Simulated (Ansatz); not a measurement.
Rocksalt NaCl, relaxed with r2SCAN in Ansatz 0.2.0. Space group Fm-3m (No. 225), cubic; conventional cell a = 5.605 Å, 22.02 Å³ an atom. Na has 6 Cl at 2.80 Å; Cl has 6 Na at 2.80 Å.

The axes x, y and z are those of this cell:
```xyz
2
Lattice="0.0000 2.8027 2.8027 2.8027 0.0000 2.8027 2.8027 2.8027 0.0000" Properties=species:S:1:pos:R:3 pbc="T T T"
Na    0.0000    0.0000    0.0000
Cl    2.8027    2.8027    2.8027
```

Unstrained: With PBE the gap is 5.180 eV and direct, at Γ. With r2SCAN the gap is 5.975 eV and direct, at Γ. The HSE06 gap is direct at Γ: 6.559 eV. Meshes: PBE 8×8×8, r2SCAN 8×8×8, HSE06 6×6×6. Strains are changes of length per length. After each strain the atoms were relaxed again with r2SCAN in this cell and within any symmetry left, so distortions that break it or need a larger cell weren't tested; points keep the names that they have in the unstrained zone. (Simulation; spin polarisation is off.)

Q: Estimate what epitaxial +4.0 % in the plane normal to [111], free normal strain -3.19 % does to the gap.

A: PBE: the gap goes from 5.180 to 4.817 eV (-0.363 eV); with r2SCAN the top three valence levels at Γ, degenerate before, become 1+2 from the top over 239 meV. r2SCAN: the gap goes from 5.975 to 5.593 eV (-0.382 eV). HSE06: the gap goes from 6.559 to 6.177 eV (-0.382 eV). The r2SCAN energy rises by 9.7 meV an atom.

Q: Apply epitaxial -3.0 % in the plane normal to [111], free normal strain +2.48 %. How far does the gap move, against the unstrained cell?

A: PBE: the gap goes from 5.180 to 5.226 eV (+0.046 eV); with r2SCAN the top three valence levels at Γ, degenerate before, become 2+1 from the top over 240 meV. r2SCAN: the gap goes from 5.975 to 6.028 eV (+0.053 eV). HSE06: the gap goes from 6.559 to 6.612 eV (+0.053 eV). The r2SCAN energy rises by 6.7 meV an atom.

Q: For epitaxial +3.0 % in the plane normal to [111], how far does the free direction move, and what happens to the gap?

A: The normal strain at zero normal stress is -2.36 %, 0.79 of the in-plane strain with the sign turned. PBE: the gap goes from 5.180 to 4.905 eV (-0.275 eV); with r2SCAN the top three valence levels at Γ, degenerate before, become 1+2 from the top over 186 meV. r2SCAN: the gap goes from 5.975 to 5.686 eV (-0.289 eV). HSE06: the gap goes from 6.559 to 6.270 eV (-0.289 eV).

Q: For epitaxial -2.0 % in the plane normal to [111], how far does the free direction move, and what happens to the gap?

A: The normal strain at zero normal stress is +1.68 %, 0.84 of the in-plane strain with the sign turned. PBE: the gap goes from 5.180 to 5.215 eV (+0.035 eV); with r2SCAN the top three valence levels at Γ, degenerate before, become 2+1 from the top over 155 meV. r2SCAN: the gap goes from 5.975 to 6.015 eV (+0.040 eV). HSE06: the gap goes from 6.559 to 6.599 eV (+0.040 eV).

Q: For epitaxial -1.0 % in the plane normal to [111], how far does the free direction move, and what happens to the gap?

A: The normal strain at zero normal stress is +0.88 %, 0.88 of the in-plane strain with the sign turned. PBE: the gap goes from 5.180 to 5.197 eV (+0.017 eV); with r2SCAN the top three valence levels at Γ, degenerate before, become 2+1 from the top over 76 meV. r2SCAN: the gap goes from 5.975 to 5.996 eV (+0.021 eV). HSE06: the gap goes from 6.559 to 6.579 eV (+0.020 eV).

Q: Apply epitaxial +1.0 % in the plane normal to [111], free normal strain -0.72 %. How far does the gap move, against the unstrained cell?

A: PBE: the gap goes from 5.180 to 5.086 eV (-0.094 eV); with r2SCAN the top three valence levels at Γ, degenerate before, become 1+2 from the top over 65 meV. r2SCAN: the gap goes from 5.975 to 5.877 eV (-0.098 eV). HSE06: the gap goes from 6.559 to 6.460 eV (-0.099 eV). The r2SCAN energy rises by 0.6 meV an atom.

Q: For epitaxial +2.0 % in the plane normal to [111], how far does the free direction move, and what happens to the gap?

A: The normal strain at zero normal stress is -1.54 %, 0.77 of the in-plane strain with the sign turned. PBE: the gap goes from 5.180 to 4.995 eV (-0.185 eV); with r2SCAN the top three valence levels at Γ, degenerate before, become 1+2 from the top over 128 meV. r2SCAN: the gap goes from 5.975 to 5.781 eV (-0.194 eV). HSE06: the gap goes from 6.559 to 6.364 eV (-0.195 eV).

Q: For epitaxial -4.0 % in the plane normal to [111], how far does the free direction move, and what happens to the gap?

A: The normal strain at zero normal stress is +3.28 %, 0.82 of the in-plane strain with the sign turned. PBE: the gap goes from 5.180 to 5.231 eV (+0.051 eV); with r2SCAN the top three valence levels at Γ, degenerate before, become 2+1 from the top over 330 meV. r2SCAN: the gap goes from 5.975 to 6.033 eV (+0.058 eV). HSE06: the gap goes from 6.559 to 6.619 eV (+0.060 eV).

The meshes of the hybrids are coarse, so their gaps aren't converged to the digits shown.

The splittings at Γ are without spin-orbit coupling, which regroups them where it is of like size.
